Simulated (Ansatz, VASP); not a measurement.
## BiTe: VASP beside Ansatz

Contents of INCAR:

```
  ALGO = Fast
  EDIFF = 1E-7
  ENCUT = 520
  GGA = RE
  ISIF = 2
  ISMEAR = -5
  IVDW = 13
  LASPH = True
  LCHARG = False
  LNONCOLLINEAR = True
  LORBIT = 11
  LREAL = False
  LWAVE = False
  MAGMOM = 0 0 0.5 0 0 0
  NBANDS = 33
  NELM = 150
  PREC = Accurate
  SIGMA = 0.1
```

KPOINTS

```
k-points
0
Gamma
  7 7 7
```

File POSCAR:

```
BiTe
1.0
    0.0000000000      3.2132879364      3.2132879364
    3.2132879364      0.0000000000      3.2132879364
    3.2132879364      3.2132879364      0.0000000000
Bi Te
1 1
Direct
    0.0000000000      0.0000000000      0.0000000000
    0.5000000000      0.5000000000      0.5000000000
```

File input.yaml:

```yaml
crystal:
  lattice:
    - [0.0, 3.2132879364, 3.2132879364]
    - [3.2132879364, 0.0, 3.2132879364]
    - [3.2132879364, 3.2132879364, 0.0]
  atoms:
    - { symbol: Bi, position: [0.0, 0.0, 0.0], spin: 0.5, spin_axis: [0.0, 0.0, 0.5] }
    - { symbol: Te, position: [0.5, 0.5, 0.5] }
hamiltonian:
  xc: revpbe
  pseudopotentials: { kind: paw }
  dispersion: d4
magnetization:
  noncollinear: true
  spin_orbit: false
kpoints:
  mp_grid: { grid: [7, 7, 7] }
scf:
  occupations: { method: tetrahedron }
output:
  forces: true
  stress: true
```

Alike in both runs: task single point; functional revPBE; dispersion D4; k mesh 7 × 7 × 7; occupations tetrahedron; non-collinear spin.

```csv
,VASP,Ansatz
version,VASP 6.6.1,Ansatz 0.2.0
potentials or method,"VASP PAW PBE potentials, release 64 (Bi_d, Te)",Ansatz PAW
plane-wave cutoff (eV),520,420
valence electrons in the cell,21,31
```

Ansatz gave:

- gap on the k mesh at the Fermi level (eV): none
- pressure (GPa): -0.9
- largest component of the traceless stress (GPa): 0.00
- net moment per atom (μB): 0.00
- size of the moment on the site where the two differ most (μB): 0.00
- dispersion energy (meV/atom): -769.2

**Question.** Which values does VASP return?

**Answer.** gap on the k mesh at the Fermi level (eV): none; pressure (GPa): -0.9; largest component of the traceless stress (GPa): 0.09; net moment per atom (μB): 0.12; size of the moment on the site where the two differ most (μB): 0.12; dispersion energy (meV/atom): -769.0.

The net moments differ so much that the two runs ended in different magnetic states, which moves the other rows too. Site moments also hang on the region over which each program counts them. A gap of «none» marks a metal or a gap that the smearing closes. The two sets of potentials don't hold the same shells in valence.

Caveats: spin-orbit coupling is left out, which moves the levels of the heavy elements; pairwise dispersion overbinds metals, which lowers pressure and volume; the PAW data sets were made with another functional, which shifts forces and pressure a little (VASP); tetrahedron occupations give inexact forces and stress in metals (VASP); the PAW data sets come from PBE, with cores solved anew for the run's functional, which leaves a small shift of forces and pressure (Ansatz); with tetrahedron occupations forces and stress needn't match the slope of the energy (Ansatz); the starting moments weren't kept (Ansatz).
